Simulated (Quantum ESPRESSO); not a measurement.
A run of Quantum ESPRESSO 7.5 is set up as follows.

The input pw.in:

```
&CONTROL
  calculation = 'scf'
  prefix = 'pwscf'
  outdir = './tmp'
  pseudo_dir = './pseudo'
  tprnfor = .true.
  tstress = .true.
  disk_io = 'low'
/
&SYSTEM
  ibrav = 0
  nat = 2
  ntyp = 2
  ecutwfc = 80
  nbnd = 22
  occupations = 'smearing'
  smearing = 'fd'
  degauss = 0.00367493
/
&ELECTRONS
  conv_thr = 4d-10
  electron_maxstep = 120
  mixing_beta = 0.5
/
ATOMIC_SPECIES
Pb   207.2000 Pb.upf
Te   127.6000 Te.upf
CELL_PARAMETERS angstrom
   0.0000000000    3.2310000000    3.2310000000
   3.2310000000    0.0000000000    3.2310000000
   3.2310000000    3.2310000000    0.0000000000
ATOMIC_POSITIONS crystal
Pb     0.0000000000    0.0000000000    0.0000000000
Te     0.5000000000    0.5000000000    0.5000000000
K_POINTS automatic
4 4 4 1 1 1
```

File gamma.in:

```
&CONTROL
  calculation = 'bands'
  prefix = 'pwscf'
  outdir = './tmp'
  pseudo_dir = './pseudo'
  disk_io = 'low'
  verbosity = 'high'
/
&SYSTEM
  ibrav = 0
  nat = 2
  ntyp = 2
  ecutwfc = 80
  nbnd = 22
  occupations = 'smearing'
  smearing = 'fd'
  degauss = 0.00367493
/
&ELECTRONS
  conv_thr = 1d-08
  electron_maxstep = 120
  mixing_beta = 0.5
  diago_full_acc = .true.
  startingwfc = 'random'
/
ATOMIC_SPECIES
Pb   207.2000 Pb.upf
Te   127.6000 Te.upf
CELL_PARAMETERS angstrom
   0.0000000000    3.2310000000    3.2310000000
   3.2310000000    0.0000000000    3.2310000000
   3.2310000000    3.2310000000    0.0000000000
ATOMIC_POSITIONS crystal
Pb     0.0000000000    0.0000000000    0.0000000000
Te     0.5000000000    0.5000000000    0.5000000000
K_POINTS crystal
1
0.0 0.0 0.0 1
```

Contents of scf2.in:

```
&CONTROL
  calculation = 'scf'
  prefix = 'pwscf'
  outdir = './tmp'
  pseudo_dir = './pseudo'
  tprnfor = .true.
  tstress = .true.
  disk_io = 'low'
/
&SYSTEM
  ibrav = 0
  nat = 2
  ntyp = 2
  ecutwfc = 80
  nbnd = 22
  occupations = 'fixed'
/
&ELECTRONS
  conv_thr = 1d-13
  electron_maxstep = 120
  mixing_beta = 0.5
  startingpot = 'file'
/
ATOMIC_SPECIES
Pb   207.2000 Pb.upf
Te   127.6000 Te.upf
CELL_PARAMETERS angstrom
   0.0000000000    3.2310000000    3.2310000000
   3.2310000000    0.0000000000    3.2310000000
   3.2310000000    3.2310000000    0.0000000000
ATOMIC_POSITIONS crystal
Pb     0.0000000000    0.0000000000    0.0000000000
Te     0.5000000000    0.5000000000    0.5000000000
K_POINTS automatic
4 4 4 1 1 1
```

ph.in

```
dielectric of TePb
&INPUTPH
  prefix = 'pwscf'
  outdir = './tmp'
  tr2_ph = 1d-18
  fildyn = 'dyn'
  niter_ph = 90
  alpha_mix(1) = 0.7
  epsil = .true.
  trans = .false.
  zeu = .true.
/
0.0000000000 0.0000000000 0.0000000000
```

Potentials or basis: PseudoDojo 0.4.1 SR LDA standard.

Launch:

```bash
$ OMP_NUM_THREADS=1 pw.x -in pw.in > pw.out
$ OMP_NUM_THREADS=1 pw.x -in gamma.in > gamma.out
$ OMP_NUM_THREADS=1 pw.x -in scf2.in > scf2.out
$ OMP_NUM_THREADS=1 ph.x -in ph.in > ph.out
```

(1) What does it give for the electronic dielectric tensor (diagonal)?

(2) What does it give for the Born charges (mean of the diagonal)?

(3) Estimate the pressure.

Answers

(1) 28.53.

(2) Pb +5.65; Te -5.51 e.

(3) -1.7 GPa.

Caveat: the mesh is thin for the dielectric tensor, Born charges and intensities, which usually come out too large; the Born charges break their sum rule by 0.14 e, a sign of too thin a mesh.

**What was measured.**

From a printed reference work, monograph, for a bulk crystal of TePb at 300 K: high-frequency dielectric constant 32.8.

Against the measured high-frequency dielectric constant of TePb, 32.8 (300 K; a printed reference work, monograph), the calculated 28.53 is off by -13.0 %. 2 values of this kind are on record (32.8 to 36.9); this one was drawn at random.
